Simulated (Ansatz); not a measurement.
An input for Ansatz 0.2.0 (CdSe):

The input input.yaml:

```yaml
crystal:
  lattice:
    - [0.0, 3.0702711986, 3.0702711986]
    - [3.0702711986, 0.0, 3.0702711986]
    - [3.0702711986, 3.0702711986, 0.0]
  atoms:
    - { symbol: Cd, position: [0.0, 0.0, 0.0], spin: 2.0 }
    - { symbol: Se, position: [0.25, 0.25, 0.25], spin: 3.0 }
hamiltonian:
  xc: r2scan
  pseudopotentials: { kind: paw, level: accurate }
kpoints:
  mp_grid: { grid: [6, 6, 6] }
scf:
  occupations: { method: fixed }
  convergence: { dr2_threshold: 1.0e-08 }
output:
  forces: true
  stress: true
elastic:
  mode: relaxed_ion
  stencil: two_point
magnetization:
  spin_polarized: true
```

Potentials or basis: Ansatz PAW accurate.

Run with:

```bash
$ ansatz run input.yaml --threads 1 --pin off --max-ram 2560MiB --backend cpu --events-out ev --progress --plain --runs-dir out
```

Question: What does the program do with it?

Answer: The run stopped without a result. It printed:

Output:

```text
Error: inconsistent input (scf.occupations.method, magnetization): a σ = 0 step fill (method: fixed, or a smearing width below the step floor) with no hard lock on the total moment puts the same N_el/2 bands in each spin channel, which gives a total moment of zero, but the starting moments sum to +5.0000 μB; make the starting moments (crystal.atoms[].spin / magnetization.per_species / magnetization.initial_magnetization) sum to zero, or set magnetization.spin_locking.lock_magnetization: hard with an even integer magnetization.initial_magnetization, or use a smearing method with a finite width, such as fermi_dirac
```
